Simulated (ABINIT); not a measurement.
A run of ABINIT 10.8.3 (patched build) is set up as follows.

run.abi

```
# Datasets: ground state, then fixed potential
ndtset 2

# Pseudopotentials
pp_dirpath "./"
pseudos "Zr.GGA_PBE-JTH.xml, S.GGA_PBE-JTH.xml"

# Structure
acell 3*1.0 Angstrom
rprim
     3.6913825498     0.0000000000     0.0000000000
    -1.8456912749     3.1968310632     0.0000000000
     0.0000000000     0.0000000000     6.0410770100
ntypat 2
znucl 40 16
natom 3
typat 1 2 2
xred
     0.0000000000     0.0000000000     0.0000000000
     0.3333333333     0.6666666667     0.2379099700
     0.6666666667     0.3333333333     0.7620900300

# Plane-wave basis
ecut 544.227725 eV
pawecutdg 40.0

# Exchange and correlation
ixc 27

# Bands and occupations
occopt 3
tsmear 0.00183747

# SCF cycle
nstep 100

# Output
iomode 3
prtwf 0
prteig 0
prtebands 0
enunit 1
prtden1 1

# Dataset 1
kptopt1 1
ngkpt1 8 8 5
nshiftk1 1
shiftk1 0.0 0.0 0.0
nband1 16
tolvrs1 1.0e-9

# Dataset 2: bands along G-M-K-G-A-L-H-A
iscf2 -2
getden2 1
nband2 22
nbdbuf2 4
tolwfr2 1.0e-11
kptopt2 -7
ndivsm2 5
prteig2 1
kptbounds2
     0.0000000000     0.0000000000     0.0000000000
     0.5000000000     0.0000000000     0.0000000000
     0.3333333333     0.3333333333     0.0000000000
     0.0000000000     0.0000000000     0.0000000000
     0.0000000000     0.0000000000     0.5000000000
     0.5000000000     0.0000000000     0.5000000000
     0.3333333333     0.3333333333     0.5000000000
     0.0000000000     0.0000000000     0.5000000000
```

Potentials or basis: JTH PAW PBE v2.0.

The run is started by

```sh
$ abinit run.abi > log 2>&1
```

Q: What does it give for the band gap along the path?

A: 1.18 eV, indirect (least direct gap 1.69 eV).

Q: What does it give for the band gap on the k mesh?

A: 1.20 eV, indirect (least direct gap 1.69 eV).

Forces in eV/Å, atoms in the order of the input:
```
Zr   0.000  0.000  0.000
S    0.000  0.000 -0.337
S    0.000  0.000  0.337
```

Caveat: the PAW data sets were made with another functional, which shifts forces and pressure a little.

**Measured values to compare with.**

“Stress-Tuned Optical Transitions in Layered 1T-MX2 (M= Hf, Zr, Sn; X= S, Se) Crystals”, 2022, arxiv:2210.12074 quotes, for a bulk crystal of ZrS2: band gap 1.68 eV (indirect).

Against the measured gap of ZrS2, 1.68 eV (indirect; quoted in “Stress-Tuned Optical Transitions in Layered 1T-MX2 (M= Hf, Zr, Sn; X= S, Se) Crystals”, 2022, arxiv:2210.12074), the calculated 1.18 eV is off by -0.50 eV. Spin-orbit coupling on Zr is left out. The value is that of HCTH407, without temperature or zero-point motion. The cell is a database's relaxed one, not the measured one, which moves gaps too.
